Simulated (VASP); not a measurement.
# P (R-3m) in VASP: notebook

The runs below take P through single point, relaxation of cell and atoms, with PBE+D3(BJ), r2SCAN+D3(BJ).

Program: VASP 6.6.1. These are calculated values, not measurements. Logs are shortened: lines on timing, memory, paths and dates and some standing lists are left out, and cuts for length are marked.

## Step 1: The crystal as given

It takes space group R-3m (No. 166, trigonal). Conventional cell: a = 3.431 Å, b = 3.431 Å, c = 8.723 Å, α = 90.00°, β = 90.00°, γ = 120.00°. P (site symmetry 3m) has 6 P at 2.30 to 2.63 Å as nearest neighbours.

This isn't the form of P at room conditions, which is orthorhombic.

## Step 2: Single point, PBE+D3(BJ)

File INCAR:

```
PREC = Accurate ; ENCUT = 520
EDIFF = 1E-6 ; ISMEAR = 0
SIGMA = 0.05 ; LREAL = False
LASPH = True ; NELM = 100
ALGO = Normal ; ISIF = 2
LWAVE = False ; LCHARG = False
GGA = PE ; IVDW = 12
NBANDS = 12
```

File KPOINTS:

```
Automatic mesh
0
Gamma
  8 8 8
```

File POSCAR:

```
P
1.0
    1.7153142820      0.9903371624      2.9075897877
   -1.7153142820      0.9903371624      2.9075897877
    0.0000000000     -1.9806743249      2.9075897878
P
2
Direct
    0.2340806337      0.2340806337      0.2340806337
    0.7659193663      0.7659193663      0.7659193663
```

Potentials or basis: VASP PAW PBE potentials, release 64 (P).

Started as:

```console
$ cat potpaw_PBE.64/P/POTCAR > POTCAR
$ mpirun -np 1 vasp_std > vasp.out
```

OUTCAR:

```text
PREC = Accurate
   ENCUT = 520
   EDIFF = 1E-6
   ISMEAR = 0
   LREAL = False
   LASPH = True
   NELM = 100
   ISIF = 2
   GGA = PE
   IVDW = 12
 IVDW          = 12

 ion  position               nearest neighbor table
   1  0.234  0.234  0.234-   2 2.30   2 2.30   2 2.30   2 2.63   2 2.63   2 2.63
   2  0.766  0.766  0.766-   1 2.30   1 2.30   1 2.30   1 2.63   1 2.63   1 2.63

  LATTYP: Found a trigonal (rhomboedric) cell.
 ALAT       =     3.5181172742
 COS(alpha) =     0.5245588384

  Lattice vectors:

 A1 = (   1.7153142820,   0.9903371624,   2.9075897877)
 A2 = (  -1.7153142820,   0.9903371624,   2.9075897877)
 A3 = (   0.0000000000,  -1.9806743249,   2.9075897878)

Analysis of symmetry for initial positions (statically):
=====================================================================
 Subroutine PRICEL returns:
 Original cell was already a primitive cell.

 Routine SETGRP: Setting up the symmetry group for a
 trigonal (rhombohedral) supercell.

 Subroutine GETGRP returns: Found 12 space group operations
 (whereof 12 operations were pure point group operations)
 out of a pool of 12 trial point group operations.

The static configuration has the point symmetry D_3d.

Analysis of symmetry for dynamics (positions and initial velocities):
=====================================================================
 Subroutine PRICEL returns:
 Original cell was already a primitive cell.

 Routine SETGRP: Setting up the symmetry group for a
 trigonal (rhombohedral) supercell.

 Subroutine GETGRP returns: Found 12 space group operations
 (whereof 12 operations were pure point group operations)
 out of a pool of 12 trial point group operations.

The dynamic configuration has the point symmetry D_3d.

 Subroutine INISYM returns: Found 12 space group operations
 (whereof 12 operations are pure point group operations),
 and found     1 'primitive' translations

----------------------------------------------------------------------------------------

                                     Primitive cell

  volume of cell :      29.6354

  direct lattice vectors                    reciprocal lattice vectors
     1.715314282  0.990337162  2.907589788     0.291491772  0.168292853  0.114642490
    -1.715314282  0.990337162  2.907589788    -0.291491772  0.168292853  0.114642490
     0.000000000 -1.980674325  2.907589788     0.000000000 -0.336585706  0.114642490

  length of vectors
     3.518117274  3.518117274  3.518117274     0.355573956  0.355573956  0.355573956

  position of ions in fractional coordinates (direct lattice)
     0.234080634  0.234080634  0.234080634
     0.765919366  0.765919366  0.765919366

  ion indices of the primitive-cell ions
[... 90 lines left out ...]
   ISMEAR =     0;   SIGMA  =   0.05  broadening in eV -4-tet -1-fermi 0-gaus
   EFERMI_NEDOS =   21; number of points for ismear=-14 and -15
   IALGO  =     38    algorithm
   IMIX   =      4    mixing-type and parameters
     AMIX     =   0.40;   BMIX     =  1.00
     AMIX_MAG =   1.60;   BMIX_MAG =  1.00
  volume/ion in A,a.u.               =      14.82        99.99
  Fermi-wavevector in a.u.,A,eV,Ry     =   1.139736  2.153790 17.673957  1.298999
  Thomas-Fermi vector in A             =   2.276440
   LORBIT       =      0    0 simple, 1 ext, 2 COOP (PROOUT), +10 PAW based schemes
   GGA     = PE    functional components
   LHFCALC =     F    Hartree Fock is set to
   AEXX    =    0.0000 exact exchange contribution
   IVDW    =    12    specifies the selected vdW correction
   LEPSILON=     F    determine dielectric tensor
   LRPA    =     F    only Hartree local field effects (RPA)
 non-spin polarized calculation
 Gauss-broadening in eV      SIGMA  =   0.05
  energy-cutoff  :      520.00
  volume of cell :       29.64
 maximum number of plane-waves:       812
 NGX is ok and might be reduce to    28
   NGX = 13   NGY = 13   NGZ = 13

 number of electron      10.0000000 magnetization

 Free energy of the ion-electron system (eV)
  ---------------------------------------------------
  ext. energy  EPLUGINS =         0.00000000
  ---------------------------------------------------
  free energy    TOTEN  =       -10.60951019 eV

  energy without entropy =      -10.60900959  energy(sigma->0) =      -10.60925989

 E-fermi :   9.9652     XC(G=0): -11.1671

 val. band max:        9.8651405020   @ k =   0.5000   0.3750   0.3750
 cond. band min:      10.0076036406   @ k =  -0.3750   0.1250   0.0000
 fundamental gap:      0.1424631386
 Fermi energy:         9.9651769433

 k-point     1 :       0.0000    0.0000    0.0000
  band No.  band energies     occupation
      1      -7.0327      2.00000
      2       7.1408      2.00000
      3       7.1408      2.00000
      4       7.1556      2.00000
      5       7.5588      2.00000
      6      12.2312      0.00000
      7      13.2610      0.00000
      8      13.2610      0.00000
      9      15.3397      0.00000
     10      15.3397      0.00000
     11      16.3809      0.00000
     12      16.6484      0.00000
[... 331 lines left out ...]
 k-point    24 :       0.3750    0.1250    0.1250
  band No.  band energies     occupation
      1      -5.4291      2.00000
      2       1.2440      2.00000
      3       4.8262      2.00000
      4       7.2618      2.00000
      5      10.0357      0.04622
      6      10.0978      0.00018
      7      11.1658      0.00000
      8      14.3854      0.00000
      9      15.6014      0.00000
     10      16.2173      0.00000
     11      19.2759      0.00000
     12      21.4975      0.00000

 [... further k-points ...]

------------------------ aborting loop because EDIFF is reached ----------------------------------------

 Edisp (eV)   -0.95407

 E8    (eV) :    -0.3610

  FORCE on cell =-STRESS in cart. coord.  units (eV):
  Direction    XX          YY          ZZ          XY          YZ          ZX
  --------------------------------------------------------------------------------------
  -------------------------------------------------------------------------------------
  Total      -0.10535    -0.10535    -0.00863     0.00000     0.00000     0.00000
  in kB      -5.69535    -5.69535    -0.46670     0.00000     0.00000     0.00000
  external pressure =       -3.95 kB  Pullay stress =        0.00 kB

 VOLUME and BASIS-vectors are now :
 -----------------------------------------------------------------------------
  energy-cutoff  :      520.00
  volume of cell :       29.64
      direct lattice vectors                 reciprocal lattice vectors
     1.715314282  0.990337162  2.907589788     0.291491772  0.168292853  0.114642490
    -1.715314282  0.990337162  2.907589788    -0.291491772  0.168292853  0.114642490
     0.000000000 -1.980674325  2.907589788     0.000000000 -0.336585706  0.114642490

 POSITION                                       TOTAL-FORCE (eV/Angst)
 -----------------------------------------------------------------------------------
      0.00000     -0.00000      2.04183         0.000000      0.000000     -0.071532
      0.00000     -0.00000      6.68094         0.000000     -0.000000      0.071532
 -----------------------------------------------------------------------------------
    total drift:                               -0.000000     -0.000000     -0.000000

  FREE ENERGIE OF THE ION-ELECTRON SYSTEM (eV)
  ---------------------------------------------------
  free  energy   TOTEN  =       -11.5635839961 eV

  energy  without entropy=      -11.5630833915  energy(sigma->0) =      -11.56333369
```

OSZICAR:

```text
N       E                     dE             d eps       ncg     rms          rms(c)
DAV:   1     0.212523663334E+02    0.21252E+02   -0.45279E+03  1560   0.724E+02
DAV:   2    -0.948291183881E+01   -0.30735E+02   -0.29446E+02  2084   0.118E+02
DAV:   3    -0.106208729098E+02   -0.11380E+01   -0.11285E+01  2012   0.209E+01
DAV:   4    -0.106276676791E+02   -0.67948E-02   -0.67925E-02  1840   0.196E+00
DAV:   5    -0.106277126022E+02   -0.44923E-04   -0.44921E-04  2036   0.153E-01    0.714E+00
DAV:   6    -0.106149222284E+02    0.12790E-01   -0.55370E-03  1864   0.461E-01    0.425E+00
DAV:   7    -0.106093220798E+02    0.56001E-02   -0.11578E-02  1860   0.729E-01    0.109E-01
DAV:   8    -0.106094755897E+02   -0.15351E-03   -0.11694E-03  1832   0.235E-01    0.590E-02
DAV:   9    -0.106094978651E+02   -0.22275E-04   -0.62313E-05  1964   0.552E-02    0.416E-02
DAV:  10    -0.106095098298E+02   -0.11965E-04   -0.15586E-05  1800   0.278E-02    0.823E-03
DAV:  11    -0.106095101915E+02   -0.36161E-06   -0.29496E-07  1272   0.391E-03
   1 F= -.11563584E+02 E0= -.11563334E+02  d E =-.500605E-03
```

stdout:

```text
POSCAR found type information on POSCAR P
 POSCAR found :  1 types and       2 ions
 scaLAPACK will be used
 LDA part: xc-table for (Slater+PW92), standard interpolation
 POSCAR, INCAR and KPOINTS ok, starting setup
 FFT: planning ... GRIDC
 FFT: planning ... GRID_SOFT
 FFT: planning ... GRID
 WAVECAR not read
 entering main loop
```

Wall time 9.5 s (1 thread of Intel Xeon 6975P-C (Granite Rapids), shared host); peak memory 0.16 GiB.

What came out:

| Item | Value |
| --- | --- |
| Free energy | -11.5636 eV |
| Pressure | -0.4 GPa |
| Largest force | 0.072 eV/Å |
| Band gap on the k mesh | none (metal or under the smearing width) |
| Dispersion energy per atom | -0.477 eV |

Forces in eV/Å, atoms in the order of the input:
```
P    0.000  0.000 -0.072
P    0.000  0.000  0.072
```

Stress tensor (GPa, compression positive):
```
-0.57  0.00  0.00
 0.00 -0.57  0.00
 0.00  0.00 -0.05
```

Caveat: pairwise dispersion overbinds metals, which lowers pressure and volume.

## Step 3: Relaxation of cell and atoms, PBE+D3(BJ)

This run uses another cell than the first one, of 16.14 Å³/atom, 1.089 times its volume.

File INCAR:

```
PREC = Accurate
ENCUT = 600
EDIFF = 1E-6
ISMEAR = 0
SIGMA = 0.05
LREAL = False
LASPH = True
NELM = 100
ALGO = Normal
ISIF = 3
LWAVE = False
LCHARG = False
GGA = PE
IVDW = 12
IBRION = 2
NSW = 80
EDIFFG = -0.03
```

KPOINTS is that of step 2.

File POSCAR:

```
P
1.0
    1.7257251780      0.9963478961      3.1296800121
   -1.7257251780      0.9963478961      3.1296800121
    0.0000000000     -1.9926957921      3.1296800121
P
2
Direct
    0.2270802500      0.2270802500      0.2270802500
    0.7729197500      0.7729197500      0.7729197500
```

Potentials or basis: VASP PAW PBE potentials, release 64 (P).

Started as:

```console
$ cat potpaw_PBE.64/P/POTCAR > POTCAR
$ mpirun -np 1 vasp_std > vasp.out
```

It took 65 s on 1 thread of Intel Xeon 6975P-C (Granite Rapids), shared host; peak memory 0.18 GiB.

The run converged. Its results:

```yaml
Free_energy: -11.5646 eV
Relaxed_volume: 14.87 Å³/atom
Relaxed_cell: a = 3.555 Å, b = 3.555 Å, c = 3.555 Å, α = 57.22°, β = 57.22°, γ = 57.22°
Space_group_after_relaxing_to_0.05_Å: R-3m (No. 166)
Energy_gained_by_relaxing: 18.9 meV/atom
Ionic_steps: 12
Pressure_after_relaxing: -0.1 GPa
Largest_force_after_relaxing: 0.009 eV/Å
Band_gap_on_the_k_mesh: none (metal or under the smearing width)
Dispersion_energy_per_atom: -0.475 eV
```

Forces in eV/Å, atoms in the order of the input:
```
P    0.000  0.000  0.009
P    0.000  0.000 -0.009
```

Step by step:
| step | energy change (eV) | largest force (eV/Å) | pressure (GPa) | volume (Å³) |
| --- | --- | --- | --- | --- |
| 1 | 0.0000 | 0.1162 | -2.69 | 32.29 |
| 2 | -0.0135 | 0.3554 | -0.11 | 31.04 |
| 3 | -0.0148 | 0.4404 | 0.71 | 30.63 |
| 4 | -0.0255 | 0.3177 | 0.97 | 30.17 |
| 5 | -0.0339 | 0.1311 | 1.77 | 29.40 |
| 6 | -0.0372 | 0.0118 | -0.56 | 29.93 |
| 7 | -0.0373 | 0.0127 | -0.17 | 29.84 |
| 8 | -0.0373 | 0.0104 | -0.18 | 29.85 |
| 9 | -0.0376 | 0.0198 | -0.14 | 29.81 |
| 10 | -0.0378 | 0.0322 | -0.05 | 29.77 |
| 11 | -0.0378 | 0.0359 | -0.02 | 29.75 |
| 12 | -0.0379 | 0.0090 | -0.06 | 29.73 |

Final structure:
```
CELL_PARAMETERS angstrom
1.70231 0.98283 2.96200
-1.70231 0.98283 2.96200
0.00000 -1.96566 2.96200
ATOMIC_POSITIONS crystal
P 0.23337 0.23337 0.23337
P 0.76663 0.76663 0.76663
```

Levels at points of the mesh, in eV from the Fermi level:
```
           k point  band 1  band 2  band 3  band 4  band 5  band 6  band 7  band 8  band 9
(0.00, 0.00, 0.00)  -17.05   -3.13   -2.78   -2.78   -2.61    2.10    3.21    3.21    5.44
(0.50, 0.00, 0.00)  -13.23  -12.40   -3.39   -3.04   -1.10   -0.19    0.28    0.66    9.82
(0.50, 0.50, 0.00)  -12.91   -9.90   -7.35   -5.82   -5.65    0.09    6.95    7.77    8.94
(0.50, 0.50, 0.50)  -14.34  -11.76   -2.60   -2.60   -0.62   -0.62    0.56    2.21    9.70
```

Caveat: pairwise dispersion overbinds metals, which lowers pressure and volume.

## Step 4: Single point, r2SCAN+D3(BJ)

This run uses another cell than the first one, of 15.45 Å³/atom, 1.043 times its volume.

File POSCAR:

```
P
1.0
    1.7218934786      0.9941356634      3.0085305717
   -1.7218934786      0.9941356634      3.0085305717
    0.0000000000     -1.9882713266      3.0085305718
P
2
Direct
    0.2300537872      0.2300537872      0.2300537872
    0.7699462128      0.7699462128      0.7699462128
```

File INCAR.step1:

```
PREC = Accurate
ENCUT = 520
ISMEAR = 0
SIGMA = 0.05
LREAL = False
LASPH = True
NELM = 100
NBANDS = 12
GGA = PE
ALGO = Normal
EDIFF = 1E-4
LWAVE = True
LCHARG = False
```

File INCAR.step2:

```
PREC = Accurate
ENCUT = 520
EDIFF = 1E-6
ISMEAR = 0
SIGMA = 0.05
LREAL = False
LASPH = True
NELM = 100
ALGO = Normal
ISIF = 2
LWAVE = False
LCHARG = False
METAGGA = R2SCAN
LMIXTAU = True
IVDW = 12
VDW_S6 = 1.0
VDW_S8 = 0.78981345
VDW_A1 = 0.49484001
VDW_A2 = 5.73083694
NBANDS = 12
ISTART = 1
```

File KPOINTS:

```
regular mesh
0
Gamma
  16 16 16
```

Started as:

```console
$ cat potpaw_PBE.64/P/POTCAR > POTCAR
$ cp INCAR.step1 INCAR
$ mpirun -np 1 vasp_std > vasp.out
$ cp INCAR.step2 INCAR
$ mpirun -np 1 vasp_std > vasp.out
```

Run time: 3.8 min. Hardware: 1 thread of Intel Xeon 6975P-C (Granite Rapids), shared host; peak memory 0.25 GiB.

Results (log left out):

* Free energy: -18.1939 eV
* Pressure: -0.5 GPa
* Largest force: 0.101 eV/Å
* Band gap on the k mesh: none (metal or under the smearing width)
* Dispersion energy per atom: -0.214 eV

Forces in eV/Å, atoms in the order of the input:
```
P    0.000  0.000 -0.101
P    0.000  0.000  0.101
```

Stress tensor (GPa, compression positive):
```
-0.53  0.00  0.00
 0.00 -0.53  0.00
 0.00  0.00 -0.44
```

Levels at points of the mesh, in eV from the Fermi level:
| k point | band 2 | band 3 | band 4 | band 5 | band 6 | band 7 | band 8 | band 9 |
| --- | --- | --- | --- | --- | --- | --- | --- | --- |
| (0.00, 0.00, 0.00) | -3.32 | -3.26 | -3.26 | -3.05 | 1.79 | 3.03 | 3.03 | 5.85 |
| (0.50, 0.00, 0.00) | -12.89 | -4.01 | -3.43 | -0.99 | 0.07 | 0.16 | 0.63 | 9.97 |
| (0.50, 0.50, 0.00) | -10.55 | -7.49 | -6.06 | -5.97 | 0.19 | 6.95 | 8.07 | 9.29 |
| (0.50, 0.50, 0.50) | -11.93 | -3.12 | -3.12 | -0.58 | -0.58 | 0.32 | 2.35 | 9.96 |

Caveat: the PAW data sets were made with another functional, which shifts forces and pressure a little; pairwise dispersion overbinds metals, which lowers pressure and volume.

## Step 5: The runs side by side

```tsv
task	level	cell	k mesh	cutoff (eV)	gap on the mesh (eV)	pressure (GPa)	largest force (eV/Å)
single point	PBE+D3(BJ)	R-3m, 14.82 Å³/atom	8 × 8 × 8	520	none	-0.4	0.07
relaxation of cell and atoms	PBE+D3(BJ)	relaxed	8 × 8 × 8	600	none	-0.1	0.01
single point	r2SCAN+D3(BJ)	R-3m, 15.45 Å³/atom	16 × 16 × 16	520	none	-0.5	0.10
```

Alike in all rows: potentials or basis VASP PAW PBE potentials, release 64 (P); no spin polarisation; smearing gaussian 0.05 eV.

Caveats: pairwise dispersion overbinds metals, which lowers pressure and volume; the PAW data sets were made with another functional, which shifts forces and pressure a little (some runs).

Absolute energies hang on the potentials; compare differences alone.
